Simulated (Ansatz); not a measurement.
Ionic part of the dielectric constant of SiC at 35 GPa, mode by mode

Level of theory: DFT LDA, scalar-relativistic, plane waves, PAW (Ansatz). Plane waves to 420 eV; Γ-centred k mesh 12×12×12; fixed occupations. No spin polarisation. Phonons by linear response, acoustic sum rule imposed.

It takes space group F-43m (No. 216, cubic). The conventional cell has a = 4.158 Å, b = 4.158 Å, c = 4.158 Å, α = 90.00°, β = 90.00°, γ = 90.00°. Si (site symmetry -43m) has 4 C at 1.80 Å as nearest neighbours. C (site symmetry -43m) has 4 Si at 1.80 Å as nearest neighbours.

Other phases may be more stable at this pressure.

The primitive cell has V = 17.97 Å³ and ε∞,zz = 6.681. Each polar mode adds Δε = (4.92064×10⁷/V)·S/ν² along z, with S its oscillator strength in e²/amu, ν in cm⁻¹ and V in Å³.

Problem. From these modes, find each Δε and ε0,zz.
```json
{"ν (cm⁻¹)": "914.5", "S_zz (e²/amu)": "0.9404"}
```

Solution.
```json
{"ν (cm⁻¹)": "914.5", "Δε": "3.08"}
```

The sum is 3.079, so ε0,zz = 9.76; the run's tensor has 9.76.

Problem. Where do the longitudinal modes lie for a wave vector along z?

Solution. At 1105 cm⁻¹. The Lyddane–Sachs–Teller product Π(ν_LO/ν_TO)² = 1.46 matches ε0/ε∞ = 1.46.

Cost: 1 run of about 1.1 core-minutes, on Intel Xeon Processor @ 2.50GHz (Skylake/Cascade Lake) (shared hosts).

The static response of SiC here is mainly electronic: the lattice adds 3.08 to an electronic part of 6.681. All of the ionic part along z comes from one component of the triply degenerate optical mode, in which the Si and C sublattices move against each other. Carbon's greater electronegativity makes the bond polar, so this motion carries a sizeable dipole, but the stiff, directional sp³ bonds keep the displacement in a static field small. The light atoms help raise the frequency to 914.5 cm⁻¹, yet they don't themselves limit the ionic permittivity, because the reduced mass cancels between oscillator strength and squared frequency.

The same dipole creates the macroscopic field that lifts the longitudinal mode to 1105 cm⁻¹, with the electrons screening part of that field. The Lyddane–Sachs–Teller agreement shows that the frequencies and dielectric constants are mutually consistent, not that either is accurate against experiment. With a single volume, the results can't show whether compression strengthens or weakens the ionic contribution.
